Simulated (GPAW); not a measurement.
Entries from a set of simulations; values are calculated unless marked as measured.

### LiCl (Fm-3m): one start, several treatments of the self-energy

Symmetry: Fm-3m, No. 225, cubic system. Conventional cell: a = 5.130 Å, b = 5.130 Å, c = 5.130 Å, α = 90.00°, β = 90.00°, γ = 90.00°. Nearest to Li lie 6 Cl at 2.56 Å. Nearest to Cl lie 6 Li at 2.56 Å. Farther neighbours and most contacts between anions are not listed.

```
Li Cl
1.0
     0.00000    2.56477    2.56477
     2.56477    0.00000    2.56477
     2.56477    2.56477    0.00000
Li Cl
1 1
Direct
  0.00000 0.00000 0.00000
  0.50000 0.50000 0.50000
```

```
method                                  : DFT, LDA, plane waves, PAW (and 3 further levels or steps)
program                                 : GPAW 26.7.0
settings of one run                     : cutoff 600 eV, GPAW PAW setups 1.2.1 data release, 6×6×6 k-mesh, nbands 312
cost                                    : 6 runs, 13 min in all on 4 MPI ranks of Arm Neoverse V1, shared host (the runs of this entry)
notes                                   : The database entry behind the starting cell differs from later determinations by our own check (0.1 to 0.3 % short, probably kX units). The cell and positions come from the Crystallography Open Database and are kept as given unless a step says otherwise. Bands and cutoff are finite, so the gap is not at the basis limit. The miss can reach some tenths of an eV and take either sign; the mesh is an error of its own.
G0W0, Godby-Needs plasmon pole          : 8.702 eV
one-shot HSE06                          : 7.640 eV
G0W0, extrapolated in the cutoff        : 8.851 eV
one-shot PBE0                           : 8.422 eV
G0W0, full frequency, Hilbert transform : 8.727 eV
known limits                            : not at the basis limit
```

One-shot HSE06: −1.061 eV against G0W0, Godby-Needs plasmon pole. G0W0, extrapolated in the cutoff: +0.149 eV against G0W0, Godby-Needs plasmon pole, at other bands or cutoff, so not like for like.

[Paths, hosts, dates, memory and timing lines, banners, echoed tables and standing remarks are left out of the program output.]

[Logs are printed without paths, hosts, clocks, repeated set-up lines and the standing remarks that a program may print on its own settings, such as how far it seeks lower states.]

[Runs of the session that timed out or met a known fault of the program may be left out.]

[Hosts, paths, dates, database ids (printed as entryN), source tags and the programs' standing remarks are cut or masked in the printed files.]
